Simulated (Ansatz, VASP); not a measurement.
## Ni: VASP beside Ansatz

```
CELL_PARAMETERS angstrom
-1.37443 1.37443 1.37443
1.37443 -1.37443 1.37443
1.37443 1.37443 -1.37443
ATOMIC_POSITIONS crystal
Ni 0.00000 0.00000 0.00000
```

This isn't the form of Ni at room conditions, which is fcc.

Alike in both runs: task single point; functional LDA; k mesh 14 × 14 × 14; collinear spin.

```csv
,VASP,Ansatz
version,VASP 6.6.1,Ansatz 0.2.0
potentials or method,"VASP PAW LDA potentials, release 64 (Ni), cutoff 520 eV",all-electron (LAPW or listed datasets)
occupations,"gaussian, width 0.1 eV",gaussian
```

|  | VASP | Ansatz | Ansatz less VASP |
| --- | --- | --- | --- |
| net moment per atom (μB) | 0.48 | 0.49 | +0.016 |
| size of the moment on the site where the two differ most (μB) | 0.48 | 0.51 | +0.031 |

Site moments also hang on the region over which each program counts them. Ansatz ran all-electron here, so the differences hold the error of VASP's frozen core and of both bases.
